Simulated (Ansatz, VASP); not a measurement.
## BAs: VASP beside Ansatz

Aim: how closely do two programs agree when they are given the same cell, functional and k mesh? Other levels of theory on this material are compared in a session of their own.

Calculated with Ansatz 0.2.0; plane waves, with VASP 6.6.1 beside it; band structure at PBE, spin-orbit coupling.

## (1) The structure

The structure is cubic, space group F-43m (No. 216). Conventional cell: a = 4.777 Å, b = 4.777 Å, c = 4.777 Å, α = 90.00°, β = 90.00°, γ = 90.00°. Nearest to B lie 4 As at 2.07 Å. As has 4 B at 2.07 Å nearest. Farther neighbours are not listed.

## (2) Ansatz: band structure, PBE, spin-orbit coupling

Ansatz runs on its fully relativistic PAW (standard-fr) files.

Levels along a path test the potential and the projectors away from the mesh points.

input.yaml reads:

```yaml
crystal:
  lattice:
    - [0.0, 2.3885, 2.3885]
    - [2.3885, 0.0, 2.3885]
    - [2.3885, 2.3885, 0.0]
  atoms:
    - { symbol: B, position: [0.0, 0.0, 0.0] }
    - { symbol: As, position: [0.25, 0.25, 0.25] }
hamiltonian:
  xc: pbe
  pseudopotentials: { kind: paw_fr }
magnetization:
  noncollinear: true
  spin_orbit: true
kpoints:
  mp_grid: { grid: [6, 6, 6] }
  band_path:
    path:
      - [0.0, 0.0, 0.0]
      - [0.16667, 0.0, 0.16667]
      - [0.33333, 0.0, 0.33333]
      - [0.4, 0.0, 0.4]
      - [0.5, 0.0, 0.5]
      - [0.5, 0.08333, 0.58333]
      - [0.5, 0.18333, 0.68333]
      - [0.5, 0.25, 0.75]
      - [0.45, 0.3, 0.75]
      - [0.40833, 0.34167, 0.75]
      - [0.35, 0.35, 0.7]
      - [0.225, 0.225, 0.45]
      - [0.075, 0.075, 0.15]
      - [0.03333, 0.03333, 0.03333]
      - [0.23333, 0.23333, 0.23333]
      - [0.4, 0.4, 0.4]
      - [0.51667, 0.46667, 0.51667]
      - [0.55833, 0.38333, 0.55833]
      - [0.60833, 0.28333, 0.60833]
      - [0.60833, 0.25, 0.64167]
      - [0.55833, 0.25, 0.69167]
      - [0.51667, 0.25, 0.73333]
      - [0.5, 0.3, 0.7]
      - [0.5, 0.38333, 0.61667]
      - [0.5, 0.48333, 0.51667]
      - [0.475, 0.475, 0.55]
      - [0.425, 0.425, 0.65]
      - [0.38333, 0.38333, 0.73333]
      - [0.59167, 0.18333, 0.59167]
      - [0.55, 0.1, 0.55]
      - [0.5, 0.0, 0.5]
    npoints: 1
scf:
  occupations: { method: gaussian, width: 0.02 }
  n_extra_bands: 14
output:
  forces: true
  stress: true
  eigenvalues: true
  write_density: true
  write_potential: true
  elf: true
  volumetric_format: npy
```

Command:

```sh
$ ansatz run input.yaml --threads 2 --pin off --max-ram 4608MiB --backend cpu --events-out ev --progress --plain --runs-dir out
```

Numbers of over 12 decimals in the logs are rounded to 6 here.

The program printed:

```text
scf.n_extra_bands = 14 over 18 filled bands (N_el = 18.0): the run solves 32 bands
Engine: ansatz 0.2.0, aarch64-unknown-linux-gnu
Pseudopotentials: kind: paw_fr
Pseudopotential: B, paw_fr, valence charge 3, recommended cutoff 420 eV (normal), B.paw.azcp#standard-fr
Pseudopotential: As, paw_fr, valence charge 15, recommended cutoff 420 eV (normal), As.paw.azcp#standard-fr
Functional definition: PBE
  parameter kappa = 0.804
  parameter beta = 0.066725
  exchange = pbe_x(kappa = kappa, mu = beta*pi^2/3)
  correlation = pbe_c(beta = beta)
non-collinear run that drives no moment, with spin-orbit: no starting moment large enough to seed its density (crystal.atoms[].spin), no starting occupations that ask for one, no magnetisation constraint and no magnetic field, so the semilocal B_xc is pinned to zero
Crystal: 2 atoms, lattice volume = 27.252 Å³
Basis set: ecut = 420 eV, 531 PW (Γ), exchange–correlation on 48×48×48 points (8 copies of the dense FFT grid, shifted against one another)
Bands: 32, of which v1, the nominal top of the filled ones, is band 18 counted from 1 (17 counted from 0)
Symmetry: 24 space group operations + 24 with time reversal
Magnetic group: BNS 216.75 (UNI 1577), of the structure as read, at distance tolerance 3.0e-5 Å
k-points: 16 of 216 (time reversal used)
Projection manifold: j_resolved (fully-relativistic pseudo-atomic orbitals)
Non-local potential: B, projectors of the file, l = 0: 2, l = 1: 4, l = 2: 2
Non-local potential: As, projectors of the file, l = 0: 2, l = 1: 4, l = 2: 6, l = 3: 2
PAW form: soft (Blöchl's): semilocal exchange-correlation on the pseudo side does not see the compensation charge
PAW one-centre angular grid: B, 110 points (default); XC on 64 Gauss nodes
PAW one-centre angular grid: As, 590 points (default); XC on 64 Gauss nodes
Initial density: superposition of atomic densities (chi_scale 0.1, normalization cell, long waves kept (reshape's long-wave potential 0.00 eV rms))
Initial wavefunctions: pseudopotential atomic-orbital guess
Functional: x = pbe(κ = 0.804, μ = 0.219515), c = pbe(β = 0.066725)
SCF iter   1: F=—  HF=-5012.854178 eV  |F-HF|=—  |Δ(HF+E_count)|=         —  Δρ=7.82e-2  dr2=2.10e0  dr2_m=0.00e0 (ungated)  ethr=3.10e-3  |M|=0.00e0 ∫|m|=0.00e0 μB  |m|>n=0.0e0 m-floor=0.0e0 τ_xc=0.0e0  β_m=0.30  ⟨swp⟩=6.6  Hψ=3313  notcnv=0  defer=21
preconditioner: auto → none  [insulator: Δε(μ)=1.772 eV  Ē_g=15.743 eV  σ=0.020 eV  W_gap=1.00  n_scr=8 (ndim 8)  ℏωp=20.1 eV  f_vac=0.000  D(μ)=0.00/eV (n_scr^D=0)  ε∞_Penn≈2.6]
SCF iter   2: F=—  HF=-5012.297910 eV  |F-HF|=—  |Δ(HF+E_count)|=   5.56e-1  Δρ=3.74e-2  dr2=3.72e-1  dr2_m=0.00e0 (ungated)  ethr=3.10e-3  |M|=0.00e0 ∫|m|=0.00e0 μB  |m|>n=0.0e0 m-floor=0.0e0 τ_xc=0.0e0  β_m=0.39  ⟨swp⟩=2.0  Hψ=788  notcnv=0  defer=124
SCF iter   3: F=—  HF=-5012.209772 eV  |F-HF|=—  |Δ(HF+E_count)|=   8.81e-2  Δρ=1.37e-2  dr2=3.48e-2  dr2_m=0.00e0 (ungated)  ethr=2.07e-3  |M|=0.00e0 ∫|m|=0.00e0 μB  |m|>n=0.0e0 m-floor=0.0e0 τ_xc=0.0e0  β_m=0.54  ⟨swp⟩=2.1  Hψ=563  notcnv=0  defer=124
SCF iter   4: F=—  HF=-5012.207659 eV  |F-HF|=—  |Δ(HF+E_count)|=   2.11e-3  Δρ=2.00e-3  dr2=5.91e-4  dr2_m=0.00e0 (ungated)  ethr=1.93e-4  |M|=0.00e0 ∫|m|=0.00e0 μB  |m|>n=0.0e0 m-floor=0.0e0 τ_xc=0.0e0  β_m=0.57  ⟨swp⟩=2.6  Hψ=568  notcnv=0  defer=124
SCF iter   5: F=—  HF=-5012.207822 eV  |F-HF|=—  |Δ(HF+E_count)|=   1.63e-4  Δρ=4.44e-4  dr2=2.38e-5  dr2_m=0.00e0 (ungated)  ethr=3.28e-6  |M|=0.00e0 ∫|m|=0.00e0 μB  |m|>n=0.0e0 m-floor=0.0e0 τ_xc=0.0e0  β_m=0.69  ⟨swp⟩=2.2  Hψ=559  notcnv=0  defer=124
SCF iter   6: F=—  HF=-5012.207841 eV  |F-HF|=—  |Δ(HF+E_count)|=   1.85e-5  Δρ=4.69e-5  dr2=2.98e-7  dr2_m=0.00e0 (ungated)  ethr=1.32e-7  |M|=0.00e0 ∫|m|=0.00e0 μB  |m|>n=0.0e0 m-floor=0.0e0 τ_xc=0.0e0  β_m=0.84  ⟨swp⟩=2.1  Hψ=612  notcnv=0  defer=124
SCF iter   7: F=-5012.207841 eV  HF=-5012.207841 eV  |F-HF|=3.19e-9  |Δ(HF+E_count)|=   2.14e-7  Δρ=4.97e-6  dr2=4.21e-9  dr2_m=0.00e0 (ungated)  ethr=5.56e-10  |M|=0.00e0 ∫|m|=0.00e0 μB  |m|>n=0.0e0 m-floor=0.0e0 τ_xc=0.0e0  ⟨swp⟩=13.1  Hψ=3616  notcnv=0
SCF 1 converged in 7 iterations: F = -5012.207841 eV  dr2 = 4.21e-9
  greatest PAW one-centre occupation: 0.999 electrons in one spin orbital (limit 2), on the As atom at site 1 (counted from 0), in its partial waves of l = 2
NSCF: frozen V_eff on 31 k-points
SCF converged after 7 iterations
Magnetization: |M| = 0.0000 μB,  M = (+0.0000, +0.0000, +0.0000) μB
Absolute magnetization: 0.0000 μB (∫|m|)
  site 0: m = (+0.0000, +0.0000, +0.0000) μB, |m| = 0.0000 μB  (R = 0.85 Å)
  site 1: m = (+0.0000, +0.0000, +0.0000) μB, |m| = 0.0000 μB  (R = 0.85 Å)
Free energy (F): -5012.207841 eV
Harris-Foulkes:  -5012.207841 eV  (|F-HF|=3.19e-9)
Internal energy: -5012.207841 eV  (E = F + TS)
E sigma→0 (E₀):  -5012.207841 eV
Fermi energy:    11.804028 eV
--- Per-component energies (eV) ---
  E_band       = -210.094991
  E_kinetic    = 152.213340
  E_local      = -1694.188019  (includes V_loc(G=0)·N_el)
  E_nonlocal   = -657.506918
  E_hartree    = 940.225297
  E_xc         = -111.441086
  E_vxc        = -117.671352  (∫ρ·V_xc dr)
  E_paw        = -1915.735464  (= ΣΔE_a)
  E_vpaw       = 226.606372  (= ΣTr[D̂ρ^β])
  E_aug_tail   = 0.000007  (compensation charges beyond the density's cutoff)
  E_ewald      = -1725.774997
  E_smearing   = -0.000000  (= −TS)
  E_closure    = 0.000000  (closes the sum)
  Σ components = -5012.207841   (vs F -5012.207841, Δ=0.00e0)
--- Forces (eV/Å), atoms counted from 1 ---
  atom   1  B      0.00000000    -0.00000000     0.00000000
  atom   2  As     0.00000000    -0.00000000    -0.00000000
  max |Σ_I F_I| component: 5.20e-16 eV/Å
--- Stress (GPa, compression-positive) ---
        2.798284      -0.000000      -0.000000
        0.000000       2.798284       0.000000
        0.000000       0.000000       2.798284
  P = ⅓ Tr σ = 2.7983 GPa (27.983 kbar)
--- Band table (eV; the first three rows and the last of 16) ---
  k-point 0: bands = [... 14 lower, 11.1962, 11.1962, 11.1962, 11.1962, 14.2693, 14.2693, 14.4827, 14.4827, ... 10 higher]
  k-point 1: bands = [... 14 lower, 10.3801, 10.3801, 10.5163, 10.5183, 14.4282, 14.4282, 15.2305, 15.2305, ... 10 higher]
  k-point 2: bands = [... 14 lower, 9.5428, 9.5428, 9.6851, 9.6868, 13.9925, 13.9925, 15.9149, 15.9149, ... 10 higher]
  k-point 15: bands = [... 14 lower, 5.9096, 6.0295, 6.1829, 6.2016, 14.8916, 14.9357, 15.1253, 15.1287, ... 10 higher]
```

Wall time 2.9 s (2 threads of Arm Neoverse V2, shared host); peak memory 0.35 GiB.

Reading the cycles: dr2 is the Hartree energy of the density residual (eV), the measure of convergence; HF is the Harris–Foulkes estimate of the energy, which meets the free energy F at convergence.

## (3) VASP: band structure, PBE, spin-orbit coupling

The same cell, functional, mesh and smearing now go to VASP, with its own data sets and cutoff.

Lines of VASP's logs that name or quote its potential files are left out, and so is its time.

INCAR reads:

```
SYSTEM = BAs
PREC = Accurate
ENCUT = 420
EDIFF = 1E-06
NELM = 100
ISMEAR = 0
SIGMA = 0.02
LREAL = .FALSE.
ALGO = Normal
GGA = PE
LNONCOLLINEAR = .TRUE.
MAGMOM = 0 0 0 0 0 0
NBANDS = 20
GGA_COMPAT = .FALSE.
LASPH = .TRUE.
LSORBIT = .TRUE.
LORBIT = 11
LWAVE = .FALSE.
LCHARG = .FALSE.
KPAR = 4
```

POSCAR reads:

```
BAs
1.0
    0.0000000000      2.3885000000      2.3885000000
    2.3885000000      0.0000000000      2.3885000000
    2.3885000000      2.3885000000      0.0000000000
B As
1 1
Direct
    0.0000000000      0.0000000000      0.0000000000
    0.2500000000      0.2500000000      0.2500000000
```

KPOINTS reads:

```
Automatic mesh
0
Gamma
6 6 6
0 0 0
```

KPOINTS_OPT reads:

```
Line mode
16
Line-mode
Reciprocal
  0.00000000   0.00000000   0.00000000 GAMMA
  0.50000000   0.00000000   0.50000000 X

  0.50000000   0.00000000   0.50000000 X
  0.50000000   0.25000000   0.75000000 W

  0.50000000   0.25000000   0.75000000 W
  0.37500000   0.37500000   0.75000000 K

  0.37500000   0.37500000   0.75000000 K
  0.00000000   0.00000000   0.00000000 GAMMA

  0.00000000   0.00000000   0.00000000 GAMMA
  0.50000000   0.50000000   0.50000000 L

  0.50000000   0.50000000   0.50000000 L
  0.62500000   0.25000000   0.62500000 U

  0.62500000   0.25000000   0.62500000 U
  0.50000000   0.25000000   0.75000000 W

  0.50000000   0.25000000   0.75000000 W
  0.50000000   0.50000000   0.50000000 L

  0.50000000   0.50000000   0.50000000 L
  0.37500000   0.37500000   0.75000000 K

  0.62500000   0.25000000   0.62500000 U
  0.50000000   0.00000000   0.50000000 X
```

Potentials, in the order of the species: B and As (PBE family, release 64).

Command:

```sh
$ mpirun -np 4 vasp_ncl
```

The program printed:

```text
[banner, memory and clock lines left out]
running    4 mpi-ranks, on    1 nodes
 distrk:  each k-point on    1 cores,    4 groups
 distr:  one band on    1 cores,    1 groups

 POSCAR found type information on POSCAR B As
 POSCAR found :  2 types and       2 ions
 LDA part: xc-table for (Slater+PW92), standard interpolation
 POSCAR, INCAR and KPOINTS ok, starting setup
 FFT: planning ... GRIDC
 FFT: planning ... GRID_SOFT
 FFT: planning ... GRID
 WAVECAR not read
 entering main loop
       N       E                     dE             d eps       ncg     rms          rms(c)
DAV:   1     0.151953788024E+02    0.15195E+02   -0.28046E+03   880   0.590E+02
DAV:   2    -0.108858426364E+02   -0.26081E+02   -0.23706E+02  1196   0.121E+02
DAV:   3    -0.120367837627E+02   -0.11509E+01   -0.11391E+01  1056   0.223E+01
DAV:   4    -0.120410916894E+02   -0.43079E-02   -0.43068E-02  1068   0.158E+00
DAV:   5    -0.120411015030E+02   -0.98136E-05   -0.98134E-05  1028   0.796E-02    0.494E+00
DAV:   6    -0.114615407409E+02    0.57956E+00   -0.39960E-01   968   0.560E+00    0.239E+00
DAV:   7    -0.114044686950E+02    0.57072E-01   -0.14338E-01  1076   0.267E+00    0.992E-01
DAV:   8    -0.113975114770E+02    0.69572E-02   -0.16348E-02  1000   0.951E-01    0.115E-01
DAV:   9    -0.113974588677E+02    0.52609E-04   -0.91393E-04  1012   0.256E-01    0.611E-02
DAV:  10    -0.113976222164E+02   -0.16335E-03   -0.20095E-04  1004   0.961E-02    0.409E-02
DAV:  11    -0.113976477138E+02   -0.25497E-04   -0.19019E-05  1060   0.346E-02    0.140E-02
DAV:  12    -0.113976483700E+02   -0.65621E-06   -0.85485E-07   992   0.730E-03
   1 F= -.11397648E+02 E0= -.11397648E+02  d E =-.128418E-30  mag=    -0.0000    -0.0000    -0.0000
 Start KPOINTS_OPT (optional k-point list driver)
k-point batch [1-22\160]
       N       E                     dE             ncg
DAV:   1     0.611423046802E+03   -0.32856E+04      880
DAV:   2     0.392302956586E+02   -0.57219E+03     1212
DAV:   3     0.168376276401E+02   -0.22393E+02     1092
DAV:   4     0.167614628857E+02   -0.76165E-01     1068
DAV:   5     0.167612890564E+02   -0.17383E-03     1076
DAV:   6     0.167612884076E+02   -0.64881E-06      948
[...]
k-point batch [155-160\160]
       N       E                     dE             ncg
DAV:   1     0.480856200776E+04   -0.16545E+04      240
DAV:   2     0.466251259634E+04   -0.14605E+03      328
DAV:   3     0.465732540453E+04   -0.51872E+01      308
DAV:   4     0.465730848492E+04   -0.16920E-01      308
DAV:   5     0.465730844916E+04   -0.35763E-04      312
DAV:   6     0.465730844904E+04   -0.11688E-06      264
```

[end of part 1 of 2]

[Lines on the potential files, build, host, timing and source positions are cut from VASP's logs without a mark.]

[Logs are printed without paths, hosts, clocks, repeated set-up lines and the standing remarks that a program may print on its own settings, such as how far it seeks lower states.]

[Hosts, paths, dates, database ids (printed as entryN), source tags and the programs' standing remarks are cut or masked in the printed files.]
